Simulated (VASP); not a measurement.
# BN (R3m) in VASP: phonons with LDA

Aim: the phonons of BN with LDA.

Everything below comes from runs of VASP 6.6.1. Logs are shortened: lines on timing, memory, paths and dates and some standing lists are left out, and cuts for length are marked.

## Step 1: The crystal as given

It takes space group R3m (No. 160, trigonal). The conventional cell has a = 2.489 Å, b = 2.489 Å, c = 9.673 Å, α = 90.00°, β = 90.00°, γ = 120.00°. B (site symmetry 3m) is surrounded by 3 N at 1.44 Å. Around N (site symmetry 3m) lie 3 B at 1.44 Å.

The cell is a database's computed one.

## Step 2: Phonons, LDA

Input file INCAR:

```
PREC     = Accurate       # precision mode
ENCUT    = 520            # plane-wave cutoff, eV
EDIFF    = 1E-8           # SCF threshold, eV
ISMEAR   = 0              # smearing method
SIGMA    = 0.01           # smearing width, eV
LREAL    = False          # projectors in reciprocal space
LASPH    = True           # aspherical terms in the spheres
NELM     = 100            # most SCF steps
ALGO     = Normal         # electronic algorithm
ISIF     = 2              # what is computed and relaxed
LWAVE    = False          # write WAVECAR
LCHARG   = False          # write CHGCAR
GGA      = CA             # functional
NBANDS   = 11             # bands
IBRION   = 8              # ionic algorithm
NSW      = 1              # ionic steps
LEPSILON = True           # dielectric tensor by DFPT
```

Input file KPOINTS:

```
regular mesh
0
Gamma
  12 12 12
```

Input file POSCAR:

```
BN
1.0
    1.2443011792      0.7183976208      3.2243210057
   -1.2443011792      0.7183976208      3.2243210057
    0.0000000000     -1.4367952416      3.2243210057
B N
1 1
Direct
    0.9997390072      0.9997390072      0.9997390072
    0.3326939928      0.3326939928      0.3326939928
```

Potentials or basis: VASP PAW LDA potentials, release 64 (B, N).

Started as:

```sh
> cat potpaw_LDA.64/B/POTCAR potpaw_LDA.64/N/POTCAR > POTCAR
> mpirun -np 1 vasp_std > vasp.out
```

OUTCAR:

```text
PREC = Accurate
   ENCUT = 520
   EDIFF = 1E-8
   ISMEAR = 0
   LREAL = False
   LASPH = True
   NELM = 100
   ISIF = 2
   GGA = CA
   IBRION = 8
   NSW = 1
   LEPSILON = True

 ion  position               nearest neighbor table
   1  1.000  1.000  1.000-   2 1.44   2 1.44   2 1.44
   2  0.333  0.333  0.333-   1 1.44   1 1.44   1 1.44

  LATTYP: Found a trigonal (rhomboedric) cell.
 ALAT       =     3.5299612624
 COS(alpha) =     0.7514915606

  Lattice vectors:

 A1 = (   1.2443011792,   0.7183976208,   3.2243210057)
 A2 = (  -1.2443011792,   0.7183976208,   3.2243210057)
 A3 = (   0.0000000000,  -1.4367952416,   3.2243210057)

Analysis of symmetry for initial positions (statically):
=====================================================================
 Subroutine PRICEL returns:
 Original cell was already a primitive cell.

 Routine SETGRP: Setting up the symmetry group for a
 trigonal (rhombohedral) supercell.

 Subroutine GETGRP returns: Found  6 space group operations
 (whereof  6 operations were pure point group operations)
 out of a pool of 12 trial point group operations.

The static configuration has the point symmetry C_3v.

Analysis of symmetry for dynamics (positions and initial velocities):
=====================================================================
 Subroutine PRICEL returns:
 Original cell was already a primitive cell.

 Routine SETGRP: Setting up the symmetry group for a
 trigonal (rhombohedral) supercell.

 Subroutine GETGRP returns: Found  6 space group operations
 (whereof  6 operations were pure point group operations)
 out of a pool of 12 trial point group operations.

The dynamic configuration has the point symmetry C_3v.

 Subroutine INISYM returns: Found  6 space group operations
 (whereof  6 operations are pure point group operations),
 and found     1 'primitive' translations

----------------------------------------------------------------------------------------

                                     Primitive cell

  volume of cell :      17.2934

  direct lattice vectors                    reciprocal lattice vectors
     1.244301179  0.718397621  3.224321006     0.401831975  0.231997799  0.103380939
    -1.244301179  0.718397621  3.224321006    -0.401831975  0.231997799  0.103380939
     0.000000000 -1.436795242  3.224321006     0.000000000 -0.463995598  0.103380939

  length of vectors
     3.529961262  3.529961262  3.529961262     0.475373046  0.475373046  0.475373046

  position of ions in fractional coordinates (direct lattice)
     0.999739007  0.999739007  0.999739007
     0.332693993  0.332693993  0.332693993

  ion indices of the primitive-cell ions
   primitive index   ion index
                 1           1
                 2           2

----------------------------------------------------------------------------------------

 KPOINTS: regular mesh

Automatic generation of k-mesh.
 Grid dimensions read from file:
 generate k-points for:   12   12   12

 Generating k-lattice:

  Cartesian coordinates                     Fractional coordinates (reciprocal lattice)
     0.033485998  0.019333150  0.008615078     0.083333333  0.000000000 -0.000000000
    -0.033485998  0.019333150  0.008615078     0.000000000  0.083333333 -0.000000000
     0.000000000 -0.038666300  0.008615078    -0.000000000 -0.000000000  0.083333333

  Length of vectors
     0.039614421  0.039614421  0.039614421

  Shift w.r.t. Gamma in fractional coordinates (k-lattice)
     0.000000000  0.000000000  0.000000000

 Subroutine IBZKPT returns following result:
 ===========================================

 Found    189 irreducible k-points:

 Following reciprocal coordinates:
            Coordinates               Weight
  0.000000  0.000000  0.000000      1.000000
  0.083333  0.000000  0.000000      6.000000
[... 460 lines left out ...]
 ------------------------------------------------------
           5.114256     0.000000     0.000000
           0.000000     5.114256     0.000000
          -0.000000     0.000000     3.192577
 ------------------------------------------------------

 Free energy of the ion-electron system (eV)
  ---------------------------------------------------
  ---------------------------------------------------
  free energy    TOTEN  =        -0.19822413 eV

  energy without entropy =       -0.19822413

------------------------ aborting loop because EDIFF is reached ----------------------------------------

--------------------------------------- Ionic step        2  -------------------------------------------

------------------------ aborting loop because EDIFF is reached ----------------------------------------

--------------------------------------- Ionic step        3  -------------------------------------------

------------------------ aborting loop because EDIFF is reached ----------------------------------------

 PIEZOELECTRIC TENSOR FIELD DIRECTION 3  (e Angst)
 -----------------------------------------------------------------------------
     0.04817  0.00000  0.00000           (  0.00009  0.00000  0.00000)
     0.00000  0.04817  0.00000           (  0.00000  0.00009  0.00000)
     0.00000  0.00000 -0.13526           (  0.00000  0.00000 -0.00088)

 PIEZOELECTRIC TENSOR FIELD DIRECTION 3  (C/m^2)
 -----------------------------------------------------------------------------
     0.04463  0.00000  0.00000
     0.00000  0.04463  0.00000
     0.00000  0.00000 -0.12531

--------------------------------------- Ionic step        4  -------------------------------------------

------------------------ aborting loop because EDIFF is reached ----------------------------------------

[... ionic steps 5 to 5 ...]

--------------------------------------- Ionic step        6  -------------------------------------------

------------------------ aborting loop because EDIFF is reached ----------------------------------------

--------------------------------------- Ionic step        7  -------------------------------------------

------------------------ aborting loop because EDIFF is reached ----------------------------------------

[... ionic steps 8 to 8 ...]

--------------------------------------- Ionic step        9  -------------------------------------------

 Free energy of the ion-electron system (eV)
  ---------------------------------------------------
  ---------------------------------------------------
  free energy    TOTEN  =        -0.24227146 eV

  energy without entropy =       -0.24227146

------------------------ aborting loop because EDIFF is reached ----------------------------------------

 INTERNAL STRAIN TENSOR  FOR ION    2  DIRECTION 3   (eV/Angst):
 -----------------------------------------------------------------------------
    -0.12777  0.00000  0.00000
     0.00000 -0.12777  0.00000
     0.00000  0.00000  0.59136

 MACROSCOPIC STATIC DIELECTRIC TENSOR (including local field effects in DFT)
 ------------------------------------------------------
           4.963884     0.000000     0.000000
           0.000000     4.963884    -0.000000
           0.000000     0.000000     2.832062
 ------------------------------------------------------

 PIEZOELECTRIC TENSOR (including local field effects)  for field in x, y, z        (e  Angst)
          XX          YY          ZZ          XY          YZ          ZX
  --------------------------------------------------------------------------------
  x     0.00000     0.00000     0.00000     1.25571     0.00000     0.02471
  y     1.25571    -1.25571     0.00000     0.00000     0.02471     0.00000
  z     0.04817     0.04817    -0.13526     0.00000     0.00000     0.00000

 PIEZOELECTRIC TENSOR (including local field effects)  for field in x, y, z        (C/m^2)
          XX          YY          ZZ          XY          YZ          ZX
  --------------------------------------------------------------------------------
  x     0.00000     0.00000     0.00000     1.16338     0.00000     0.02289
  y     1.16338    -1.16338     0.00000     0.00000     0.02289     0.00000
  z     0.04463     0.04463    -0.12531     0.00000     0.00000     0.00000

 BORN EFFECTIVE CHARGES (including local field effects) (in |e|, cummulative output)
 ---------------------------------------------------------------------------------
 ion    1
    1     2.68864     0.00000     0.00000
    2     0.00000     2.68864     0.00000
    3     0.00000     0.00000     0.76050
 ion    2
    1    -2.68864     0.00000     0.00000
    2     0.00000    -2.68864     0.00000
    3     0.00000     0.00000    -0.76050

 INTERNAL STRAIN TENSOR FOR ION    2 for displacements in x,y,z  (eV/Angst):
          X           Y           Z          XY          YZ          ZX
  --------------------------------------------------------------------------------
  x    -0.00000     0.00000     0.00000    13.57887     0.00000     0.07142
  y    13.57887   -13.57887     0.00000    -0.00000    -0.03967     0.00000
  z    -0.12777    -0.12777     0.59136     0.00000     0.00000    -0.00000

 SECOND DERIVATIVES (NOT SYMMETRIZED)
 ------------------------------------
               1X          1Y          1Z          2X          2Y          2Z
  1X   -43.007944    0.000000    0.000000   43.007944    0.000000   -0.000000
  1Y     0.000000  -43.007944    0.000000    0.000000   43.007944    0.000000
  1Z     0.000000    0.000000  -12.878727    0.000000    0.000000   12.878727
  2X    43.014978    0.000000   -0.000000  -43.014978   -0.000000    0.000000
  2Y    -0.000000   43.014978    0.000000    0.000000  -43.014978    0.000000
  2Z     0.000000    0.000000   12.878936    0.000000    0.000000  -12.878936

 Eigenvectors and eigenvalues of the dynamical matrix
 ----------------------------------------------------

   1 f  =   41.510596 THz   260.818764 2PiTHz 1384.644425 cm-1   171.673952 meV
             X         Y         Z           dx          dy          dz
      0.000000  0.000000  9.670438     0.000000   -0.751161    0.000000
      0.000000  0.000000  3.218137    -0.000000    0.660119    0.000000
[... 21 lines left out ...]
   6 f/i=    0.001683 THz     0.010576 2PiTHz    0.056144 cm-1     0.006961 meV
             X         Y         Z           dx          dy          dz
      0.000000  0.000000  9.670438     0.108436    0.651152    0.000000
      0.000000  0.000000  3.218137     0.123391    0.740957    0.000000

--------------------------------------------------------------------------------------------------------

 MACROSCOPIC STATIC DIELECTRIC TENSOR IONIC CONTRIBUTION
 ------------------------------------------------------
           1.758600    -0.000000    -0.000000
          -0.000000     1.758600     0.000000
          -0.000000     0.000000     0.469900
 ------------------------------------------------------

 ELASTIC MODULI CONTR FROM IONIC RELAXATION (kBar)
 Direction    XX          YY          ZZ          XY          YZ          ZX
 --------------------------------------------------------------------------------
 XX        -395.4510    395.2208      0.5329      0.0000      0.5557     -0.0000
 YY         395.2208   -395.4510      0.5329     -0.0000     -0.5557      0.0000
 ZZ           0.5329      0.5329     -2.4669      0.0000     -0.0000      0.0000
 XY           0.0000     -0.0000      0.0000   -395.3359      0.0000     -1.2590
 YZ           0.5557     -0.5557     -0.0000      0.0000     -0.0008      0.0000
 ZX          -0.0000      0.0000      0.0000     -1.2590      0.0000     -0.0040
 --------------------------------------------------------------------------------

 PIEZOELECTRIC TENSOR IONIC CONTR  for field in x, y, z        (C/m^2)
          XX          YY          ZZ          XY          YZ          ZX
  --------------------------------------------------------------------------------
  x     0.00000    -0.00000     0.00000    -0.78458     0.00000    -0.00250
  y    -0.78458     0.78458    -0.00000     0.00000     0.00110    -0.00000
  z     0.00692     0.00692    -0.03204     0.00000    -0.00000     0.00000
```

It took 24 min on 1 thread of Intel Xeon Platinum 8259CL at 2.50GHz (Skylake/Cascade Lake), shared host; peak memory 0.48 GiB.

What came out:

* Electronic dielectric tensor (diagonal): 4.96, 4.96, 2.83
* Born charges (mean of the diagonal): B +2.05; N -2.05 e
* Highest phonon frequency at Γ, LO-TO splitting left out: 1385 cm⁻¹

Phonon frequencies in cm⁻¹ (negative: imaginary):
| q point | frequencies |
| --- | --- |
| (0.000, 0.000, 0.000) | 0 0 0 758 1385 1385 |

Electronic dielectric tensor:
```
4.96 0.00 0.00
0.00 4.96 0.00
0.00 0.00 2.83
```

Born effective charge tensors (e):
atom 1, B
```
2.69 0.00 0.00
0.00 2.69 0.00
0.00 0.00 0.76
```
atom 2, N
```
-2.69  0.00  0.00
 0.00 -2.69  0.00
 0.00  0.00 -0.76
```
